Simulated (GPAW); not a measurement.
# InP (F-43m) in GPAW: convergence with bands over plane waves of the response

Aim: find how far bands over plane waves of the response must go before the results for InP settle, at PBE. This setting moves, with any that are tied to it; all else stays.

Program: GPAW 26.7.0. These are calculated values, not measurements. Logs are shortened: lines on timing, memory, paths and dates and some standing lists are left out, and cuts for length are marked. The log counts tension as positive stress, the text compression.

## (1) Starting point

It takes space group F-43m (No. 216, cubic). The conventional cell has a = 5.861 Å, b = 5.861 Å, c = 5.861 Å, α = 90.00°, β = 90.00°, γ = 90.00°. In (site symmetry -43m) is surrounded by 4 P at 2.54 Å. P (site symmetry -43m) has 4 In at 2.54 Å as nearest neighbours.

## (2) With bands over plane waves of the response 0.15

The input, run.py:

```python
import json
import numpy as np
from ase import Atoms
from ase.dft.bandgap import bandgap
from ase.io import write
from gpaw import GPAW, PW
from gpaw.response.g0w0 import G0W0

atoms = Atoms(['In', 'P'],
              cell=[[0.0, 2.9305, 2.9305],
                    [2.9305, 0.0, 2.9305],
                    [2.9305, 2.9305, 0.0]],
              scaled_positions=[[0.0, 0.0, 0.0],
                                [0.75, 0.75, 0.75]],
              pbc=True)

calc = GPAW(mode=PW(500),
            xc='PBE',
            kpts={'size': (4, 4, 4), 'gamma': True},
            occupations={'name': 'fermi-dirac', 'width': 0.001},
            nbands=18,
            convergence={'density': 1e-06},
            maxiter=150,
            txt='gpaw.txt')
atoms.calc = calc
energy = atoms.get_potential_energy()
calc.write('gs.gpw')
write('result.traj', atoms)
print(f'Energy: {energy:.6f} eV')
print('Fermi level:', round(calc.get_fermi_level(), 4), 'eV')
print(f'Gap: {bandgap(calc)[0]:.4f} eV, direct: {bandgap(calc, direct=True)[0]:.4f} eV')

calc.diagonalize_full_hamiltonian(nbands=26)
calc.write('full.gpw', mode='all')

ibz = calc.get_ibz_k_points()
gap, vbm, cbm = bandgap(calc, output=None)
gap, direct, _ = bandgap(calc, direct=True, output=None)
gamma = int(np.abs(ibz).sum(1).argmin())
kpts = sorted({gamma, vbm[1], cbm[1], direct[1]})
gw = G0W0(calc='full.gpw',
          filename='gw',
          ecut=120,
          ecut_extrapolation=False,
          relbands=(-1, 1),
          kpts=kpts,
          integrate_gamma='WS',
          nbands=22,
          ppa=True)
gw.calculate()
results = {mode: {key: np.asarray(r[key]).tolist() for key in ['f', 'eps', 'vxc', 'exx', 'sigma', 'Z', 'qp', 'sigma_eskn']}
           for mode, r in gw.all_results.items()}
json.dump({'kpts': ibz[kpts].tolist(), 'results': results}, open('gw.json', 'w'))
for mode, r in results.items():
    f, qp = np.array(r['f']), np.array(r['qp'])
    print(mode, 'quasiparticle energies (eV):')
    print(qp.round(3))
    print(mode, 'gap:', round(qp[f < 0.5].min() - qp[f > 0.5].max(), 4), 'eV')
```

Potentials or basis: GPAW PAW data sets (gpaw-data 1.2.1), pw.

Launch:

```sh
> OMP_NUM_THREADS=1 python run.py
```

gpaw.txt:

```text
__  _  _
 | _ |_)|_||  |
 |__||  | ||/\| - 26.7.0

Input parameters:
  mode=PW(ecut=500.0),
  convergence={'density': 1e-06},
  kpts=MonkhorstPack(size=(4, 4, 4), gamma=True),
  maxiter=150,
  nbands=18,
  occupations=Occupations(name='fermi-dirac', width=0.001),
  xc=XC(name='PBE')

Diagonalizing LCAO Hamiltonian
Converting LCAO to pw mode

                     P

       In

Atoms  # Å, Bohr magnetons
|   | symbol |        x |        y |        z |    initial magnetic moments |
|---|--------|----------|----------|----------|-----------------------------|
| 0 |     In | 0.000000 | 0.000000 | 0.000000 | ( 0.0000,  0.0000,  0.0000) |
| 1 |      P | 4.395750 | 4.395750 | 4.395750 | ( 0.0000,  0.0000,  0.0000) |

Unit cell  # Å
| periodic |        x |        y |        z |  lengths |    angles |
|----------|----------|----------|----------|----------|-----------|
|      yes | 0.000000 | 2.930500 | 2.930500 | 4.144353 | 60.000000 |
|      yes | 2.930500 | 0.000000 | 2.930500 | 4.144353 | 60.000000 |
|      yes | 2.930500 | 2.930500 | 0.000000 | 4.144353 | 60.000000 |

Number of symmetries: 24
Symmetry operations  # r_c * U_cc + t_c -> r_c
|    | kind |            matrix            |
|----|------|------------------------------|
|  0 |  E   |  1, 0, 0,  0, 1, 0,  0, 0, 1 |
|  1 |  σ   |  1, 0, 0,  0, 0, 1,  0, 1, 0 |
|  2 |  σ   |  1, 0,-1,  0, 1,-1,  0, 0,-1 |
|  3 |  C3  |  1, 0,-1,  0, 0,-1,  0, 1,-1 |
|  4 |  C3  |  1,-1, 0,  0,-1, 1,  0,-1, 0 |
|  5 |  σ   |  1,-1, 0,  0,-1, 0,  0,-1, 1 |
|  6 |  σ   |  0, 1, 0,  1, 0, 0,  0, 0, 1 |
|  7 |  C3  |  0, 1, 0,  0, 0, 1,  1, 0, 0 |
|  8 |  C2  |  0, 1,-1,  1, 0,-1,  0, 0,-1 |
|  9 |  S4  |  0, 1,-1,  0, 0,-1,  1, 0,-1 |
| 10 |  C3  |  0, 0, 1,  1, 0, 0,  0, 1, 0 |
| 11 |  σ   |  0, 0, 1,  0, 1, 0,  1, 0, 0 |
| 12 |  S4  |  0, 0,-1,  1, 0,-1,  0, 1,-1 |
| 13 |  C3  |  0, 0,-1,  0, 1,-1,  1, 0,-1 |
| 14 |  S4  |  0,-1, 1,  1,-1, 0,  0,-1, 0 |
| 15 |  C2  |  0,-1, 1,  0,-1, 0,  1,-1, 0 |
| 16 |  C3  |  0,-1, 0,  1,-1, 0,  0,-1, 1 |
| 17 |  S4  |  0,-1, 0,  0,-1, 1,  1,-1, 0 |
| 18 |  S4  | -1, 1, 0, -1, 0, 1, -1, 0, 0 |
| 19 |  C3  | -1, 1, 0, -1, 0, 0, -1, 0, 1 |
[... 92 lines left out ...]
    |    p |        |      21.705 |    0.953 |
    |    d |        |       0.000 |    0.953 |

    Using partial waves for P as LCAO basis

Reference energy: -169278.333319  # eV

eigensolver:
  PPCG
  Converge bands: occupied
  niter=2

density mixing:
  MSR1-Mixer
  Pratt-step length: 0.05
  Maximum mixing coefficient: 0.75
  Old densities: 10
  SVD Regularization: 0.005
  Good broyden scale: 1.0
  Trust region scale: 1.0
  Backstep threshold: 4.0
  History deletion threshold: 6.0
  Fourier metric: weight=20.0, sigma=0.015

occupation numbers:
  Fermi-Dirac:
    width: 0.0010  # eV

poisson solver:
  ecut: 4000.0  # eV

xc functional:
  name: PBE with 2 nearest neighbor stencil

convergence criteria:
- Maximum integral of absolute [dens]ity change: 1e-06 electrons / valence electron
- Maximum [total energy] change in last 3 cyles: 0.0005 eV / valence electron
- Maximum integral of absolute [eigenst]ate change: 4e-08 eV^2 / valence electron
maximum number of iterations: 150

SCF iterations
|iter     | |      energy | eigst |  dens |
|---------|-|-------------|-------|-------|
|iter:   1| |   -8.875017 | -0.36 |       |
|iter:   2| |   -8.792086 | -2.26 | -1.10 |
|iter:   3| |   -8.487391 | -1.73 | -1.14 |
|iter:   4| |   -8.487684 | -3.21 | -1.73 |
|iter:   5| |   -8.487853c| -3.96 | -2.23 |
|iter:   6| |   -8.487903c| -5.37 | -3.01 |
|iter:   7| |   -8.487909c| -6.49 | -3.53 |
|iter:   8| |   -8.487909c| -7.89c| -4.57 |
|iter:   9| |   -8.487909c| -8.23c| -5.29 |
|iter:  10| |   -8.487909c| -8.94c| -5.87 |
|iter:  11| |   -8.487909c| -9.44c| -6.60c|

Converged in 11 steps
Energy contributions relative to reference atoms: (reference = -169278.333319)

Energy contributions:
  Kinetic:          22.866844
  Coulomb:         -20.725740
  Zero:              0.149403
  External:          0.000000
  Xc:              -10.778417
  Entropy:          -0.000000
  Spinorbit:         0.000000
  ----------------------------
  Free energy:      -8.487909
  Extrapolated:     -8.487909

dipole moment: (-16.925056, -16.925056, -16.925056)  # |e|*Ang

Fermi level: 4.991
Eigenvalues  # (at kpt = [0.000, 0.000, 0.000])
| band index |      eig [eV] | occ [0-2] |
|------------|---------------|-----------|
|          0 |        -9.184 |     2.000 |
|          1 |        -9.184 |     2.000 |
|          2 |        -9.184 |     2.000 |
|          3 |        -9.032 |     2.000 |
|          4 |        -9.032 |     2.000 |
|          5 |        -6.566 |     2.000 |
[... 10 lines left out ...]
|         16 |        16.146 |     0.000 |
|         17 |        16.146 |     0.000 |

Gap: 0.697 eV
Transition (v -> c):
  (s=0, k=0, n=8, [0.00, 0.00, 0.00]) -> (s=0, k=0, n=9, [0.00, 0.00, 0.00])
No difference between direct/indirect transitions
# Writing to gs.gpw (mode='')

Matrix size: 1298x1298
# Writing to full.gpw (mode='all')
```

stdout:

```text
Energy: -8.487909 eV
Fermi level: 4.9913 eV
Gap: 0.6969 eV, direct: 0.6969 eV
IBZ(<points: 8, symmetries: 24>)
Occupied bands: 9
Calculating eigenvalues:
  k-points: 1
  Bands: 8-9 (inclusive)
HSE06-eigenvalue shifts:
  min: -1.726 eV
  ave: 1.128 eV
  max: 3.982 eV
GW quasiparticle energies (eV):
[[[5.299 6.722]]]
GW gap: 1.4224 eV
```

Run time: 39 s. Hardware: 1 thread of Arm Neoverse V1, shared host; peak memory 0.4 GiB.

What came out:

| Quantity | Value |
| --- | --- |
| Free energy | -8.4879 eV |
| Band gap on the k mesh, mean-field level | 0.70 eV, direct |
| Quasiparticle gap | 1.42 eV |
| Least direct quasiparticle gap | 1.42 eV |

## (3) With bands over plane waves of the response 0.25

Changes to run.py since step 2:

```diff
@@ -32,3 +32,3 @@
 
-calc.diagonalize_full_hamiltonian(nbands=26)
+calc.diagonalize_full_hamiltonian(nbands=41)
 calc.write('full.gpw', mode='all')
@@ -47,3 +47,3 @@
           integrate_gamma='WS',
-          nbands=22,
+          nbands=37,
           ppa=True)
```

Potentials or basis: GPAW PAW data sets (gpaw-data 1.2.1), pw.

Launch:

```sh
> OMP_NUM_THREADS=1 python run.py
```

Wall time 47 s (1 thread of Arm Neoverse V1, shared host); peak memory 0.4 GiB.

The run converged. Its results:

* Free energy: -8.4879 eV
* Band gap on the k mesh, mean-field level: 0.70 eV, direct
* Quasiparticle gap: 1.36 eV
* Least direct quasiparticle gap: 1.36 eV

## (4) With bands over plane waves of the response 0.4

Changes to run.py since step 3:

```diff
@@ -32,3 +32,3 @@
 
-calc.diagonalize_full_hamiltonian(nbands=41)
+calc.diagonalize_full_hamiltonian(nbands=64)
 calc.write('full.gpw', mode='all')
@@ -47,3 +47,3 @@
           integrate_gamma='WS',
-          nbands=37,
+          nbands=60,
           ppa=True)
```

Launch:

```sh
> OMP_NUM_THREADS=1 python run.py
```

Wall time 59 s (1 thread of Arm Neoverse V1, shared host); peak memory 0.41 GiB.

Results (log left out):

| Property | Result |
| --- | --- |
| Free energy | -8.4879 eV |
| Band gap on the k mesh, mean-field level | 0.70 eV, direct |
| Quasiparticle gap | 1.34 eV |
| Least direct quasiparticle gap | 1.34 eV |

## (5) With bands over plane waves of the response 0.6

Changes to run.py since step 4:

```diff
@@ -32,3 +32,3 @@
 
-calc.diagonalize_full_hamiltonian(nbands=64)
+calc.diagonalize_full_hamiltonian(nbands=94)
 calc.write('full.gpw', mode='all')
@@ -47,3 +47,3 @@
           integrate_gamma='WS',
-          nbands=60,
+          nbands=90,
           ppa=True)
```

Launch:

```sh
> OMP_NUM_THREADS=1 python run.py
```

Wall time 76 s (1 thread of Arm Neoverse V1, shared host); peak memory 0.41 GiB.

It converged, with:

```yaml
Free_energy: -8.4879 eV
Band_gap_on_the_k_mesh_mean-field_level: 0.70 eV, direct
Quasiparticle_gap: 1.33 eV
Least_direct_quasiparticle_gap: 1.33 eV
```

## (6) With bands over plane waves of the response 0.8

Changes to run.py since step 5:

```diff
@@ -32,3 +32,3 @@
 
-calc.diagonalize_full_hamiltonian(nbands=94)
+calc.diagonalize_full_hamiltonian(nbands=124)
 calc.write('full.gpw', mode='all')
@@ -47,3 +47,3 @@
           integrate_gamma='WS',
-          nbands=90,
+          nbands=120,
           ppa=True)
```

Potentials or basis: GPAW PAW data sets (gpaw-data 1.2.1), pw.

Launch:

```sh
> OMP_NUM_THREADS=1 python run.py
```

Run time: 92 s. Hardware: 1 thread of Arm Neoverse V1, shared host; peak memory 0.42 GiB.

Results (log left out):

```yaml
Free_energy: -8.4879 eV
Band_gap_on_the_k_mesh_mean-field_level: 0.70 eV, direct
Quasiparticle_gap: 1.32 eV
Least_direct_quasiparticle_gap: 1.32 eV
```

## (7) With bands over plane waves of the response 1

Changes to run.py since step 6:

```diff
@@ -32,3 +32,3 @@
 
-calc.diagonalize_full_hamiltonian(nbands=124)
+calc.diagonalize_full_hamiltonian(nbands=154)
 calc.write('full.gpw', mode='all')
@@ -47,3 +47,3 @@
           integrate_gamma='WS',
-          nbands=120,
+          nbands=150,
           ppa=True)
```

Launch:

```sh
> OMP_NUM_THREADS=1 python run.py
```

Run time: 1.8 min. Hardware: 1 thread of Arm Neoverse V1, shared host; peak memory 0.42 GiB.

It converged, with:

```
Free energy                              : -8.4879 eV
Band gap on the k mesh, mean-field level : 0.70 eV, direct
Quasiparticle gap                        : 1.33 eV
Least direct quasiparticle gap           : 1.33 eV
```

## (8) With bands over plane waves of the response 1.4

Changes to run.py since step 7:

```diff
@@ -32,3 +32,3 @@
 
-calc.diagonalize_full_hamiltonian(nbands=154)
+calc.diagonalize_full_hamiltonian(nbands=214)
 calc.write('full.gpw', mode='all')
@@ -47,3 +47,3 @@
           integrate_gamma='WS',
-          nbands=150,
+          nbands=210,
           ppa=True)
```

Launch:

```sh
> OMP_NUM_THREADS=1 python run.py
```

It took 2.4 min on 1 thread of Arm Neoverse V1, shared host; peak memory 0.43 GiB.

Results (log left out):

```
Free energy                              : -8.4879 eV
Band gap on the k mesh, mean-field level : 0.70 eV, direct
Quasiparticle gap                        : 1.33 eV
Least direct quasiparticle gap           : 1.33 eV
```

## (9) Result

```tsv
bands over plane waves of the response	quasiparticle gap at the points computed (eV)	SCF cycles	CPU time (s)	peak memory (GiB)
0.15	1.422	11	39	0.4
0.25	1.362	11	47	0.4
0.4	1.336	11	59	0.41
0.6	1.329	11	76	0.41
0.8	1.324	11	92	0.42
1	1.330	11	110	0.42
1.4	1.333	11	140	0.43
```

Against the tightest run, the quasiparticle gap at the points computed stays within 0.05 eV from 0.25 on. The tightest run that finished is the yardstick and may itself not be fully converged.

Caveats: all runs use coarse meshes; the quasiparticle gap is taken among the few k points that were corrected; the long-wavelength limit can be off by a per cent or two; spin-orbit coupling is left out, which moves the levels of the heavy elements.
